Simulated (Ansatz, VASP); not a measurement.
## Two plane-wave programs on Cu

The input INCAR:

```
SYSTEM = Cu
PREC = Accurate
ENCUT = 520
EDIFF = 1E-6
ISMEAR = -1
SIGMA = 0.1
LREAL = .FALSE.
LASPH = .TRUE.
NELM = 80
ALGO = Normal
ISIF = 2
LWAVE = .FALSE.
LCHARG = .TRUE.
GGA = PE
LELF = .TRUE.
LVHAR = .TRUE.
NBANDS = 18
```

Contents of KPOINTS:

```
regular mesh
0
G
  16 16 9
  0 0 0
```

The input POSCAR:

```
Cu
1.0
    2.5661520238      0.0000000000      0.0000000000
   -1.2830760119      2.2223528426      0.0000000000
    0.0000000000      0.0000000000      4.2018316688
Cu
2
Direct
    0.3333333333      0.6666666667      0.2500000000
    0.6666666667      0.3333333333      0.7500000000
```

Input for Ansatz:

```yaml
crystal:
  lattice:
    - [2.5661520238, 0.0, 0.0]
    - [-1.2830760119, 2.2223528426, 0.0]
    - [0.0, 0.0, 4.2018316688]
  atoms:
    - { symbol: Cu, position: [0.3333333333, 0.6666666667, 0.25] }
    - { symbol: Cu, position: [0.6666666667, 0.3333333333, 0.75] }
hamiltonian:
  xc: pbe
  pseudopotentials:
    kind: paw
    azcp:
      Cu: "pseudopotentials/Cu.paw.azcp"
basis:
  ecutwfc: 420
  fft_grid_basis: typed
kpoints:
  mp_grid: { grid: [16, 16, 9], shift: [0, 0, 0] }
magnetization:
  spin_polarized: false
scf:
  occupations: { method: fermi_dirac, width: 0.1 }
  lower_state_search: "off"
output:
  stress: true
  write_density: true
  write_potential: true
  elf: true
  volumetric_format: npy
```

Alike in both runs: task single point; functional PBE; k mesh 16 × 16 × 9; occupations fermi-dirac, width 0.1 eV; no spin polarisation.

|  | VASP | Ansatz |
| --- | --- | --- |
| version | VASP 6.6.1 | Ansatz 0.2.0 |
| potentials or method | VASP PAW PBE potentials, release 64 (Cu) | plane waves (420 eV) with PAW, scalar-relativistic |
| plane-wave cutoff (eV) | 520 | 420 |
| valence electrons in the cell | 22 | 38 |

|  | VASP | Ansatz | Ansatz less VASP |
| --- | --- | --- | --- |
| pressure (GPa) | 0.7 | -0.1 | -0.77 |
| largest component of the traceless stress (GPa) | 0.13 | 0.10 | -0.024 |

The two sets of potentials don't hold the same shells in valence.
